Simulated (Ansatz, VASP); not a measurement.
# Cross-check of AlN between VASP and Ansatz, part 3 of 3

One calculation is typed for both programs; each brings its own data sets. How far apart do they land? The cell is taken from a series of runs on this material, whose earlier steps may have relaxed, scaled, displaced or heated it; both programs get it as it stands.

VASP 6.6.1 and Ansatz 0.2.0.

So far: Set-up; Ansatz: zone-centre phonons, LDA, pair 1; VASP: zone-centre phonons, LDA, pair 1; Differences.

## 5. Ansatz: zone-centre phonons, LDA, pair 2

Level of this step: Ansatz beside VASP: Kohn-Sham DFT, plane waves, LDA (Ansatz).

Second derivatives magnify differences that forces hide, and they need a tight electronic threshold. The cell compared in this pair holds 20.27 Å³, against 20.07 Å³ for the pair before.

The cell is taken from a series of runs on this material, whose earlier steps may have relaxed, scaled, displaced or heated it; both programs get it as it stands.

input.yaml reads:

```yaml
crystal:
  lattice:
    - [0.0, 2.1493341209, 2.194414491]
    - [2.1493341209, 0.0, 2.194414491]
    - [2.1493341209, 2.1493341209, 0.0]
  atoms:
    - { symbol: "N", position: [0.25, 0.25, 0.25] }
    - { symbol: Al, position: [0.0, 0.0, 0.0] }
kpoints:
  mp_grid: { grid: [12, 12, 12] }
hamiltonian:
  xc: lda
  pseudopotentials: { kind: paw, azcp: { folder: soft_1 }, xc_functional: pbe }
scf:
  occupations: { method: fixed }
output:
  eigenvalues: true
phonons:
  method: dfpt
  dielectric: true
  rigid_motions: translations
```

On the command line:

```sh
$ ansatz run input.yaml --threads 4 --pin off --max-ram 10240MiB --backend cpu --events-out ev --progress --plain --runs-dir out
```

Numbers of over 12 decimals in the logs are rounded to 6 here.

Output:

```text
[...]
Crystal: 2 atoms, lattice volume = 20.275 Å³
Basis set: ecut = 420 eV, 403 PW (Γ), exchange–correlation on 48×48×48 points (8 copies of the dense FFT grid, shifted against one another)
Bands: 8, of which v1, the nominal top of the filled ones, is band 4 counted from 1 (3 counted from 0)
Symmetry: 8 space group operations
k-points: 868 of 1728 (irreducible under 1 space group operation, time reversal used)
[...]
optical modes at Γ + LO–TO along q̂ = [1.0000, 0.0000, 0.0000]:
      ω (cm⁻¹)  modes    IR ((D/Å)²/amu)
[...]
optical modes at Γ + LO–TO along q̂ = [0.0000, 1.0000, 0.0000]:
      ω (cm⁻¹)  modes    IR ((D/Å)²/amu)
[...]
680.55      1            16.3081
        907.58      1            16.1390
  optical modes at Γ + LO–TO along q̂ = [0.0000, 0.0000, 1.0000]:
      ω (cm⁻¹)  modes    IR ((D/Å)²/amu)
        670.01      2            32.2780
        918.09      1            16.3081
[key lines of the parts left out:]
SCF converged after 8 iterations
Free energy (F): -889.807501 eV
Fermi energy:    6.991331 eV
```

## 6. VASP: zone-centre phonons, LDA, pair 2

The same cell, functional (in two slightly different forms) and mesh now go to VASP, with its own data sets.

INCAR reads:

```
SYSTEM = AlN
PREC = Accurate
ENCUT = 600
EDIFF = 1E-08
NELM = 120
ISMEAR = 0
SIGMA = 0.01
LREAL = .FALSE.
ALGO = Normal
GGA = PW92
NBANDS = 10
LORBIT = 11
LWAVE = .FALSE.
LCHARG = .FALSE.
ISIF = 2
IBRION = 8
LEPSILON = .TRUE.
LASPH = .TRUE.
GGA_COMPAT = .FALSE.
EFERMI = MIDGAP
KPAR = 2
```

POSCAR reads:

```
AlN
1.0
    0.0000000000      2.1493341209      2.1944144910
    2.1493341209      0.0000000000      2.1944144910
    2.1493341209      2.1493341209      0.0000000000
N Al
1 1
Direct
    0.2500000000      0.2500000000      0.2500000000
    0.0000000000      0.0000000000      0.0000000000
```

KPOINTS reads:

```
Automatic mesh
0
Gamma
12 12 12
0 0 0
```

The projector-augmented-wave data sets are N and Al (LDA family, release 64).

On the command line:

```sh
$ mpirun -np 2 vasp_std
```

Output:

```text
[banner, memory and clock lines left out]
running    2 mpi-ranks, on    1 nodes
[...]
[... a notice as in an earlier step ...]

 LDA part: xc-table for (Slater(with rela. corr.)+PW92), standard interpolation
 POSCAR, INCAR and KPOINTS ok, starting setup
[...]
entering main loop
       N       E                     dE             d eps       ncg     rms          rms(c)
DAV:   1     0.119294548938E+02    0.11929E+02   -0.43752E+03  3316   0.760E+02
DAV:   2    -0.181139992540E+02   -0.30043E+02   -0.28566E+02  4020   0.141E+02
DAV:   3    -0.189787044129E+02   -0.86471E+00   -0.86344E+00  3818   0.231E+01
DAV:   4    -0.189824118009E+02   -0.37074E-02   -0.37072E-02  3642   0.181E+00
[...]
DAV:  10    -0.163817314704E+02   -0.20658E-04   -0.52601E-05  3544   0.554E-02    0.398E-02
DAV:  11    -0.163817303896E+02    0.10808E-05   -0.12330E-06  3648   0.788E-03    0.751E-03
DAV:  12    -0.163817303945E+02   -0.49346E-08   -0.36933E-08  3680   0.156E-03
   1 F= -.16381730E+02 E0= -.16381730E+02  d E =0.000000E+00
[...]
force on displaced ion       2 direction 1 : -15.455   0.000   0.000
 Born effective charge ion    2 direction 1 :   2.526   0.000   0.000
 Linear response progress:
  Degree of freedom:   4/  4
       N       E                     dE             d eps       ncg     rms          rms(c)
RMM:   1    -0.609740790887E-02   -0.60974E-02   -0.33733E-03 13025   0.695E-01
RMM:   2    -0.556131841499E-02    0.53609E-03   -0.21194E-04  8640   0.116E-01    0.919E-02
RMM:   3    -0.546026741492E-02    0.10105E-03   -0.58479E-05  8964   0.522E-02    0.495E-02
RMM:   4    -0.547903769727E-02   -0.18770E-04   -0.48409E-05  8926   0.489E-02    0.789E-03
RMM:   5    -0.548025171386E-02   -0.12140E-05   -0.81616E-07  9096   0.715E-03    0.730E-04
RMM:   6    -0.547942121007E-02    0.83050E-06   -0.65179E-09  9165   0.602E-04    0.321E-04
RMM:   7    -0.547850195849E-02    0.91925E-06   -0.19094E-09  9241   0.380E-04    0.270E-05
RMM:   8    -0.547851610232E-02   -0.14144E-07    0.24161E-10  9563   0.362E-05    0.103E-05
RMM:   9    -0.547850803887E-02    0.80635E-08    0.63685E-10  9689   0.105E-05    0.702E-07
 first order change of Fermi-energy   0.11470E-03
 force on displaced ion       2 direction 3 :   0.000   0.000 -15.948
 Born effective charge ion    2 direction 3 :   0.000   0.000   2.538
 Born effective charges drift removed
 Linear response finished
```

Parts of OUTCAR (step 6):

```text
  Total        0.4233669      0.4233669      0.0496083      0.0000000     -0.0000000     -0.0000000
  in kB       33.4557646     33.4557646      3.9202033      0.0000000     -0.0000000     -0.0000000
  external PRESSURE =      23.6105775 kB  Pullay stress =       0.0000000 kB

 POSITION                                       TOTAL-FORCE (eV/Angst)
 -----------------------------------------------------------------------------------
      1.07467      1.07467      1.09721        -0.000000     -0.000000      0.000000
      0.00000      0.00000      0.00000         0.000000      0.000000      0.000000
 -----------------------------------------------------------------------------------
    total drift:                                0.000000      0.000000      0.000000

 MACROSCOPIC STATIC DIELECTRIC TENSOR (including local field effects in DFT)
 ------------------------------------------------------
           4.525557     0.000000     0.000000
          -0.000000     4.525557     0.000000
           0.000000     0.000000     4.512564
 ------------------------------------------------------

 MACROSCOPIC STATIC DIELECTRIC TENSOR IONIC CONTRIBUTION
 ------------------------------------------------------
           3.684917     0.000000    -0.000000
           0.000000     3.684917     0.000000
          -0.000000     0.000000     3.604959
 ------------------------------------------------------

[... 1 part as in an earlier step ...]

[... 1 further part left out ...]
```

## 7. Differences

The two programs side by side:

```
                                     quantity  Ansatz   VASP  difference
                                        ε∞ xx    4.53   4.53     +0.10 %
                                        ε∞ yy    4.53   4.53     +0.10 %
                                        ε∞ zz    4.52   4.51     +0.12 %
 Born charge of N1 (mean of the diagonal) (e)   -2.54  -2.53       -0.01
Born charge of Al2 (mean of the diagonal) (e)    2.54   2.53       +0.01
                   optical mode 1 to 2 (cm⁻¹)   670.0  675.3     -0.78 %
                        optical mode 3 (cm⁻¹)   680.5  685.9     -0.79 %
```

Modes are paired by rising frequency, not by their patterns, so a pair may set unlike modes beside each other; they are those without the splitting of longitudinal modes.

## 8. Summary of results

| Property | Result |
| --- | --- |
| r.m.s. difference of the optical zone-centre modes, each program's sorted by frequency (zone-centre phonons, LDA, pair 1) | 5.4 cm⁻¹ |
| difference in optical mode 3 (zone-centre phonons, LDA, pair 1) | -0.8 % |
| r.m.s. difference of the optical zone-centre modes, each program's sorted by frequency (zone-centre phonons, LDA, pair 2) | 5.3 cm⁻¹ |
| difference in optical mode 3 (zone-centre phonons, LDA, pair 2) | -0.8 % |

The r.m.s. difference of the optical zone-centre modes, each program's sorted by frequency is 5.4 cm⁻¹ (zone-centre phonons, LDA, pair 1). Among the rows given in per cent, the largest difference of the zone-centre phonons, LDA, pair 1 pair is in optical mode 3, -0.8 %. Among the rows given in per cent, the largest difference of the zone-centre phonons, LDA, pair 2 pair is in optical mode 3, -0.8 %. Such differences can come from data sets, numerical settings and the points named under the comparisons, not from the functional's error against experiment.

[Lines on the potential files, build, host, timing and source positions are cut from VASP's logs without a mark.]

[Logs are printed without paths, hosts, clocks, repeated set-up lines and the standing remarks that a program may print on its own settings, such as how far it seeks lower states.]

[Hosts, paths, dates, database ids (printed as entryN), source tags and the programs' standing remarks are cut or masked in the printed files.]
